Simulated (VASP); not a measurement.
# CdTe (F-43m) in VASP: a series of runs

CdTe is run at these levels: PBE, PBEsol; tasks: single point.

Everything below comes from runs of VASP 6.6.1. Logs are shortened: lines on timing, memory, paths and dates and some standing lists are left out, and cuts for length are marked.

**What was measured.**

From a printed reference work, data compilation, for a bulk crystal of CdTe at 0 K: band gap 1.607 eV.

The results are compared with them further down.

## Step 1: The cell of the first run

It takes space group F-43m (No. 216, cubic). The conventional cell has a = 6.410 Å, b = 6.410 Å, c = 6.410 Å, α = 90.00°, β = 90.00°, γ = 90.00°. Te (site symmetry -43m) has 4 Cd at 2.78 Å within 3.7 Å. Cd (site symmetry -43m) has 4 Te at 2.78 Å within 3.7 Å.

## Step 2: Single point, PBE

File INCAR:

```
PREC = Accurate
ENCUT = 520
EDIFF = 1E-7
ISMEAR = 0
SIGMA = 0.027000000000000003
LREAL = False
LASPH = True
NELM = 80
ALGO = Normal
ISIF = 2
LWAVE = False
LCHARG = True
GGA = PE
LELF = True
LVHAR = True
NBANDS = 16
```

File KPOINTS:

```
Automatic mesh
0
Gamma
  7 7 7
```

File POSCAR:

```
CdTe
1.0
    0.0000000000      3.2050000000      3.2050000000
    3.2050000000      0.0000000000      3.2050000000
    3.2050000000      3.2050000000      0.0000000000
Te Cd
1 1
Direct
    0.7500000000      0.7500000000      0.7500000000
    0.0000000000      0.0000000000      0.0000000000
```

Potentials or basis: VASP PAW PBE potentials, release 64 (Te, Cd).

Launch:

```
$ cat potpaw_PBE.64/Te/POTCAR potpaw_PBE.64/Cd/POTCAR > POTCAR
$ mpirun -np 1 vasp_std > vasp.out
```

OUTCAR:

```text
PREC = Accurate
   ENCUT = 520
   EDIFF = 1E-7
   ISMEAR = 0
   LREAL = False
   LASPH = True
   NELM = 80
   ISIF = 2
   GGA = PE

 ion  position               nearest neighbor table
   1  0.750  0.750  0.750-   2 2.78   2 2.78   2 2.78   2 2.78
   2  0.000  0.000  0.000-   1 2.78   1 2.78   1 2.78   1 2.78

  LATTYP: Found a face centered cubic cell.
 ALAT       =     6.4100000000

  Lattice vectors:

 A1 = (   0.0000000000,   3.2050000000,   3.2050000000)
 A2 = (   3.2050000000,   0.0000000000,   3.2050000000)
 A3 = (   3.2050000000,   3.2050000000,   0.0000000000)

Analysis of symmetry for initial positions (statically):
=====================================================================
 Subroutine PRICEL returns:
 Original cell was already a primitive cell.

 Routine SETGRP: Setting up the symmetry group for a
 face centered cubic supercell.

 Subroutine GETGRP returns: Found 24 space group operations
 (whereof 24 operations were pure point group operations)
 out of a pool of 48 trial point group operations.

The static configuration has the point symmetry T_d .

Analysis of symmetry for dynamics (positions and initial velocities):
=====================================================================
 Subroutine PRICEL returns:
 Original cell was already a primitive cell.

 Routine SETGRP: Setting up the symmetry group for a
 face centered cubic supercell.

 Subroutine GETGRP returns: Found 24 space group operations
 (whereof 24 operations were pure point group operations)
 out of a pool of 48 trial point group operations.

The dynamic configuration has the point symmetry T_d .

 Subroutine INISYM returns: Found 24 space group operations
 (whereof 24 operations are pure point group operations),
 and found     1 'primitive' translations

----------------------------------------------------------------------------------------

                                     Primitive cell

  volume of cell :      65.8437

  direct lattice vectors                    reciprocal lattice vectors
     0.000000000  3.205000000  3.205000000    -0.156006240  0.156006240  0.156006240
     3.205000000  0.000000000  3.205000000     0.156006240 -0.156006240  0.156006240
     3.205000000  3.205000000  0.000000000     0.156006240  0.156006240 -0.156006240

  length of vectors
     4.532554467  4.532554467  4.532554467     0.270210734  0.270210734  0.270210734
[... 74 lines left out ...]
   ENCUT  =  520.0 eV  38.22 Ry    6.18 a.u.   8.43  8.43  8.43*2*pi/ulx,y,z
   NELM   =     80;   NELMIN=  2; NELMDL= -5     # of ELM steps
   EDIFF  = 0.1E-06   stopping-criterion for ELM
   LREAL  =      F    real-space projection
   EDIFFG = 0.1E-05   stopping-criterion for IOM
   NSW    =      0    number of steps for IOM
   IBRION =     -1    ionic relax: 0-MD 1-quasi-New 2-CG
   NFREE  =      0    steps in history (QN), initial steepest desc. (CG)
   ISIF   =      2    stress and relaxation
   ISYM   =      2    0-nonsym 1-usesym 2-fastsym
   POTIM  = 0.5000    time-step for ionic-motion
   TEBEG  =    0.0;   TEEND  =   0.0 temperature during run
   PSTRESS=    0.0 pullay stress
   NELECT =      18.0000    total number of electrons
   NUPDOWN=      -1.0000    fix difference up-down
   EMIN   =  10.00;   EMAX   =-10.00  energy-range for DOS
   EFERMI =   0.00;   METHOD = LEGACY
   ISMEAR =     0;   SIGMA  =   0.03  broadening in eV -4-tet -1-fermi 0-gaus
   EFERMI_NEDOS =   21; number of points for ismear=-14 and -15
   IALGO  =     38    algorithm
   IMIX   =      4    mixing-type and parameters
     AMIX     =   0.40;   BMIX     =  1.00
     AMIX_MAG =   1.60;   BMIX_MAG =  1.00
  volume/ion in A,a.u.               =      32.92       222.17
  Fermi-wavevector in a.u.,A,eV,Ry     =   1.062497  2.007828 15.359610  1.128899
  Thomas-Fermi vector in A             =   2.197950
   LORBIT       =      0    0 simple, 1 ext, 2 COOP (PROOUT), +10 PAW based schemes
   GGA     = PE    functional components
   LHFCALC =     F    Hartree Fock is set to
   AEXX    =    0.0000 exact exchange contribution
   IVDW    =     0    specifies the selected vdW correction
   LEPSILON=     F    determine dielectric tensor
   LRPA    =     F    only Hartree local field effects (RPA)
 non-spin polarized calculation
 Gauss-broadening in eV      SIGMA  =   0.03
  energy-cutoff  :      520.00
  volume of cell :       65.84
 maximum number of plane-waves:      1807
 NGX is ok and might be reduce to    36
   NGX = 17   NGY = 17   NGZ = 17

 number of electron      17.9999995 magnetization

 Free energy of the ion-electron system (eV)
  ---------------------------------------------------
  ext. energy  EPLUGINS =         0.00000000
  ---------------------------------------------------
  free energy    TOTEN  =        -4.72525183 eV

  energy without entropy =       -4.72525183  energy(sigma->0) =       -4.72525183

 E-fermi :   2.8371     XC(G=0):  -8.7314

 val. band max:        2.6555532479   @ k =   0.0000   0.0000   0.0000
 cond. band min:       3.5285782514   @ k =   0.0000   0.0000   0.0000
 fundamental gap:      0.8730250036
 Fermi energy:         2.8371163048

 k-point     1 :       0.0000    0.0000    0.0000
  band No.  band energies     occupation
      1      -8.7128      2.00000
      2      -5.7524      2.00000
      3      -5.7524      2.00000
      4      -5.7524      2.00000
      5      -5.4666      2.00000
      6      -5.4666      2.00000
[... 357 lines left out ...]
      3      -5.6109      2.00000
      4      -5.5016      2.00000
      5      -5.4635      2.00000
      6      -4.8687      2.00000
[... 8 lines left out ...]
     15      12.9035      0.00000
     16      14.8141      0.00000

------------------------ aborting loop because EDIFF is reached ----------------------------------------

  FORCE on cell =-STRESS in cart. coord.  units (eV):
  Direction    XX          YY          ZZ          XY          YZ          ZX
  --------------------------------------------------------------------------------------
  -------------------------------------------------------------------------------------
  Total        1.8072046      1.8072046      1.8072046      0.0000000      0.0000000     -0.0000000
  in kB       43.9747930     43.9747930     43.9747930      0.0000000      0.0000000     -0.0000000
  external PRESSURE =      43.9747930 kB  Pullay stress =       0.0000000 kB

 VOLUME and BASIS-vectors are now :
 -----------------------------------------------------------------------------
  energy-cutoff  :      520.00
  volume of cell :       65.84
      direct lattice vectors                 reciprocal lattice vectors
     0.000000000  3.205000000  3.205000000    -0.156006240  0.156006240  0.156006240
     3.205000000  0.000000000  3.205000000     0.156006240 -0.156006240  0.156006240
     3.205000000  3.205000000  0.000000000     0.156006240  0.156006240 -0.156006240

 POSITION                                       TOTAL-FORCE (eV/Angst)
 -----------------------------------------------------------------------------------
      4.80750      4.80750      4.80750         0.000000     -0.000000     -0.000000
      0.00000      0.00000      0.00000        -0.000000      0.000000      0.000000
 -----------------------------------------------------------------------------------
    total drift:                                0.000000      0.000000      0.000000

  FREE ENERGIE OF THE ION-ELECTRON SYSTEM (eV)
  ---------------------------------------------------
  free  energy   TOTEN  =        -4.7252518305 eV

  energy  without entropy=       -4.7252518305  energy(sigma->0) =       -4.72525183
```

stdout:

```text
POSCAR found type information on POSCAR TeCd
 POSCAR found :  2 types and       2 ions
 scaLAPACK will be used
 LDA part: xc-table for (Slater+PW92), standard interpolation
 POSCAR, INCAR and KPOINTS ok, starting setup
 FFT: planning ... GRIDC
 FFT: planning ... GRID_SOFT
 FFT: planning ... GRID
 WAVECAR not read
 entering main loop
```

Run time: 21 s. Hardware: 1 thread of Intel Xeon Platinum 8488C (Sapphire Rapids), shared host; peak memory 0.21 GiB.

What came out:

| Item | Value |
| --- | --- |
| Free energy | -4.7253 eV |
| Pressure | 4.4 GPa |
| Band gap on the k mesh | 0.87 eV, direct |

Caveat: spin-orbit coupling is left out, which moves the levels of the heavy elements.

## Step 3: Single point, PBE, non-collinear spin, zero start, spin-orbit coupling

File INCAR:

```
ALGO = Normal
EDIFF = 1E-7
ENCUT = 520
GGA = PE
GGA_COMPAT = False
ISIF = 2
ISMEAR = -1
LASPH = True
LCHARG = True
LORBIT = 11
LORBMOM = True
LREAL = False
LSORBIT = True
LVHAR = True
LWAVE = False
MAGMOM = 0 0 0 0 0 0
NBANDS = 30
NELM = 150
PREC = Accurate
SIGMA = 0.05
```

File KPOINTS:

```
k-points
0
Gamma
  5 5 5
```

POSCAR is that of step 2.

Potentials or basis: VASP PAW PBE potentials, release 64 (Te, Cd).

Launch:

```
$ cat potpaw_PBE.64/Te/POTCAR potpaw_PBE.64/Cd/POTCAR > POTCAR
$ mpirun -np 1 vasp_ncl > vasp.out
```

OUTCAR:

```text
EDIFF = 1E-7
   ENCUT = 520
   GGA = PE
   ISIF = 2
   ISMEAR = -1
   LASPH = True
   LORBIT = 11
   LREAL = False
   LSORBIT = True
   NELM = 150
   PREC = Accurate

 ion  position               nearest neighbor table
   1  0.750  0.750  0.750-   2 2.78   2 2.78   2 2.78   2 2.78
   2  0.000  0.000  0.000-   1 2.78   1 2.78   1 2.78   1 2.78

  LATTYP: Found a face centered cubic cell.
 ALAT       =     6.4100000000

  Lattice vectors:

 A1 = (   0.0000000000,   3.2050000000,   3.2050000000)
 A2 = (   3.2050000000,   0.0000000000,   3.2050000000)
 A3 = (   3.2050000000,   3.2050000000,   0.0000000000)

Analysis of symmetry for initial positions (statically):
=====================================================================
 Subroutine PRICEL returns:
 Original cell was already a primitive cell.

 Routine SETGRP: Setting up the symmetry group for a
 face centered cubic supercell.

 Subroutine GETGRP returns: Found 24 space group operations
 (whereof 24 operations were pure point group operations)
 out of a pool of 48 trial point group operations.

The static configuration has the point symmetry T_d .

Analysis of symmetry for dynamics (positions and initial velocities):
=====================================================================
 Subroutine PRICEL returns:
 Original cell was already a primitive cell.

 Routine SETGRP: Setting up the symmetry group for a
 face centered cubic supercell.

 Subroutine GETGRP returns: Found 24 space group operations
 (whereof 24 operations were pure point group operations)
 out of a pool of 48 trial point group operations.

The dynamic configuration has the point symmetry T_d .

Analysis of structural, dynamic, and magnetic symmetry:
=====================================================================
 Subroutine PRICEL returns:
 Original cell was already a primitive cell.

 Routine SETGRP: Setting up the symmetry group for a
 face centered cubic supercell.

 Subroutine GETGRP returns: Found 24 space group operations
 (whereof 24 operations were pure point group operations)
 out of a pool of 48 trial point group operations.

The overall configuration has the point symmetry T_d .

 Subroutine INISYM returns: Found 24 space group operations
 (whereof 24 operations are pure point group operations),
 and found     1 'primitive' translations

----------------------------------------------------------------------------------------

                                     Primitive cell

  volume of cell :      65.8437

  direct lattice vectors                    reciprocal lattice vectors
     0.000000000  3.205000000  3.205000000    -0.156006240  0.156006240  0.156006240
     3.205000000  0.000000000  3.205000000     0.156006240 -0.156006240  0.156006240
     3.205000000  3.205000000  0.000000000     0.156006240  0.156006240 -0.156006240

  length of vectors
     4.532554467  4.532554467  4.532554467     0.270210734  0.270210734  0.270210734

  position of ions in fractional coordinates (direct lattice)
[... 591 lines left out ...]

  FORCE on cell =-STRESS in cart. coord.  units (eV):
  Direction    XX          YY          ZZ          XY          YZ          ZX
  --------------------------------------------------------------------------------------
  -------------------------------------------------------------------------------------
  Total        1.8480855      1.8480855      1.8480855      0.0000000      0.0000000      0.0000000
  in kB       44.9695500     44.9695500     44.9695500      0.0000000      0.0000000      0.0000000
  external PRESSURE =      44.9695500 kB  Pullay stress =       0.0000000 kB

 VOLUME and BASIS-vectors are now :
 -----------------------------------------------------------------------------
  energy-cutoff  :      520.00
  volume of cell :       65.84
      direct lattice vectors                 reciprocal lattice vectors
     0.000000000  3.205000000  3.205000000    -0.156006240  0.156006240  0.156006240
     3.205000000  0.000000000  3.205000000     0.156006240 -0.156006240  0.156006240
     3.205000000  3.205000000  0.000000000     0.156006240  0.156006240 -0.156006240

 POSITION                                       TOTAL-FORCE (eV/Angst)
 -----------------------------------------------------------------------------------
      4.80750      4.80750      4.80750        -0.000000     -0.000000     -0.000000
      0.00000      0.00000      0.00000         0.000000      0.000000      0.000000
 -----------------------------------------------------------------------------------
    total drift:                               -0.000000     -0.000000     -0.000000

  FREE ENERGIE OF THE ION-ELECTRON SYSTEM (eV)
  ---------------------------------------------------
  free  energy   TOTEN  =        -4.8331210550 eV

  energy  without entropy=       -4.8330810992  energy(sigma->0) =       -4.83310108

 orbital moment (x)

 # of ion     p       d       tot
 ----------------------------------------
  1         0.000  -0.000  -0.000
  2         0.000  -0.000  -0.000
 ----------------------------------------
            0.000  -0.000  -0.000

 orbital moment (y)

 # of ion     p       d       tot
 ----------------------------------------
  1        -0.000   0.000  -0.000
  2         0.000  -0.000  -0.000
 ----------------------------------------
           -0.000  -0.000  -0.000

 orbital moment (z)

 # of ion     p       d       tot
 ----------------------------------------
  1         0.000  -0.000  -0.000
  2         0.000  -0.000  -0.000
 ----------------------------------------
            0.000  -0.000  -0.000

 Spin-Orbit-Coupling matrix elements

 Ion:    1  E_soc:     -0.1914118
 l=   1
     0.0000000    -0.0318214    -0.0318214
    -0.0318214     0.0000000    -0.0318214
    -0.0318214    -0.0318214     0.0000000
 l=   2
     0.0000000    -0.0000323     0.0000000    -0.0000323    -0.0000483
    -0.0000323     0.0000000    -0.0000362    -0.0000323    -0.0000121
     0.0000000    -0.0000362     0.0000000    -0.0000362     0.0000000
    -0.0000323    -0.0000323    -0.0000362     0.0000000    -0.0000121
    -0.0000483    -0.0000121     0.0000000    -0.0000121     0.0000000
 l=   3
     0.0000000     0.0000000     0.0000000     0.0000000     0.0000000     0.0000000     0.0000000
     0.0000000     0.0000000     0.0000000     0.0000000     0.0000000     0.0000000     0.0000000
     0.0000000     0.0000000     0.0000000     0.0000000     0.0000000     0.0000000     0.0000000
     0.0000000     0.0000000     0.0000000     0.0000000     0.0000000     0.0000000     0.0000000
     0.0000000     0.0000000     0.0000000     0.0000000     0.0000000     0.0000000     0.0000000
     0.0000000     0.0000000     0.0000000     0.0000000     0.0000000     0.0000000     0.0000000
     0.0000000     0.0000000     0.0000000     0.0000000     0.0000000     0.0000000     0.0000000

 Ion:    2  E_soc:     -0.0617257
 l=   1
     0.0000000    -0.0032871    -0.0032871
    -0.0032871     0.0000000    -0.0032871
    -0.0032871    -0.0032871     0.0000000
 l=   2
     0.0000000    -0.0014146     0.0000000    -0.0014146    -0.0055859
    -0.0014146     0.0000000    -0.0041894    -0.0014146    -0.0013965
     0.0000000    -0.0041894     0.0000000    -0.0041894     0.0000000
    -0.0014146    -0.0014146    -0.0041894     0.0000000    -0.0013965
    -0.0055859    -0.0013965     0.0000000    -0.0013965     0.0000000
 l=   3
     0.0000000     0.0000000     0.0000000     0.0000000     0.0000000     0.0000000     0.0000000
     0.0000000     0.0000000     0.0000000     0.0000000     0.0000000     0.0000000     0.0000000
     0.0000000     0.0000000     0.0000000     0.0000000     0.0000000     0.0000000     0.0000000
     0.0000000     0.0000000     0.0000000     0.0000000     0.0000000     0.0000000     0.0000000
     0.0000000     0.0000000     0.0000000     0.0000000     0.0000000     0.0000000     0.0000000
     0.0000000     0.0000000     0.0000000     0.0000000     0.0000000     0.0000000     0.0000000
     0.0000000     0.0000000     0.0000000     0.0000000     0.0000000     0.0000000     0.0000000

 total charge

# of ion       s       p       d       tot
------------------------------------------
    1        1.347   2.084   0.023   3.454
    2        0.475   0.339   9.531  10.344
--------------------------------------------------
tot          1.822   2.422   9.554  13.798

 magnetization (x)

# of ion       s       p       d       tot
------------------------------------------
    1        0.000   0.000  -0.000   0.000
    2       -0.000  -0.000   0.000  -0.000
--------------------------------------------------
tot         -0.000  -0.000   0.000  -0.000

 magnetization (y)

# of ion       s       p       d       tot
------------------------------------------
    1       -0.000   0.000  -0.000  -0.000
    2        0.000  -0.000   0.000   0.000
--------------------------------------------------
tot          0.000  -0.000  -0.000  -0.000

 magnetization (z)

# of ion       s       p       d       tot
------------------------------------------
    1       -0.000  -0.000  -0.000  -0.000
    2       -0.000   0.000   0.000  -0.000
--------------------------------------------------
tot         -0.000  -0.000   0.000  -0.000
```

OSZICAR:

```text
N       E                     dE             d eps       ncg     rms          rms(c)
DAV:   1     0.111668560898E+03    0.11167E+03   -0.79896E+03   840   0.104E+03
DAV:   2     0.928866678116E-01   -0.11158E+03   -0.10680E+03   918   0.265E+02
DAV:   3    -0.500540364468E+01   -0.50983E+01   -0.50666E+01   972   0.571E+01
DAV:   4    -0.506856265284E+01   -0.63159E-01   -0.63144E-01  1036   0.561E+00
DAV:   5    -0.506919226074E+01   -0.62961E-03   -0.62959E-03  1002   0.580E-01    0.663E+00
DAV:   6    -0.484687030908E+01    0.22232E+00   -0.35506E-01   910   0.818E+00    0.512E+00
DAV:   7    -0.483171335767E+01    0.15157E-01   -0.13783E-01   930   0.242E+00    0.250E+00
DAV:   8    -0.483274286523E+01   -0.10295E-02   -0.98462E-03   950   0.993E-01    0.103E+00
DAV:   9    -0.483283614059E+01   -0.93275E-04   -0.54180E-04  1034   0.239E-01    0.371E-01
DAV:  10    -0.483307146050E+01   -0.23532E-03   -0.51488E-04   934   0.198E-01    0.649E-02
DAV:  11    -0.483309474181E+01   -0.23281E-04   -0.29873E-05   986   0.625E-02    0.308E-02
DAV:  12    -0.483311913349E+01   -0.24392E-04   -0.32612E-05   912   0.352E-02    0.171E-02
DAV:  13    -0.483312068589E+01   -0.15524E-05   -0.94709E-07  1000   0.103E-02    0.747E-03
DAV:  14    -0.483312128626E+01   -0.60036E-06   -0.61756E-07   918   0.455E-03    0.423E-03
DAV:  15    -0.483312102710E+01    0.25915E-06   -0.33198E-07   854   0.336E-03    0.298E-03
DAV:  16    -0.483312105496E+01   -0.27862E-07   -0.19047E-08   604   0.822E-04
   1 F= -.48331211E+01 E0= -.48331011E+01  d E =-.399557E-04  mag=    -0.0000    -0.0000     0.0000
```

stdout:

```text
POSCAR found type information on POSCAR TeCd
 POSCAR found :  2 types and       2 ions
 scaLAPACK will be used
 LDA part: xc-table for (Slater+PW92), standard interpolation
 POSCAR, INCAR and KPOINTS ok, starting setup
 FFT: planning ... GRIDC
 FFT: planning ... GRID_SOFT
 FFT: planning ... GRID
 WAVECAR not read
 entering main loop
```

Wall time 82 s (1 thread of Intel Xeon Platinum 8488C (Sapphire Rapids), shared host); peak memory 0.39 GiB.

Results:

```yaml
Free_energy: -4.8331 eV
Pressure: 4.5 GPa
Net_moment: 0.00 μB per cell
Valence_electrons_inside_the_program's_atomic_spheres: Te 3.45; Cd 10.34
```

Moments on the atoms (μB; x, y, z):
```
Te  0.00 0.00 0.00
Cd  0.00 0.00 0.00
```

[end of part 1 of 2]
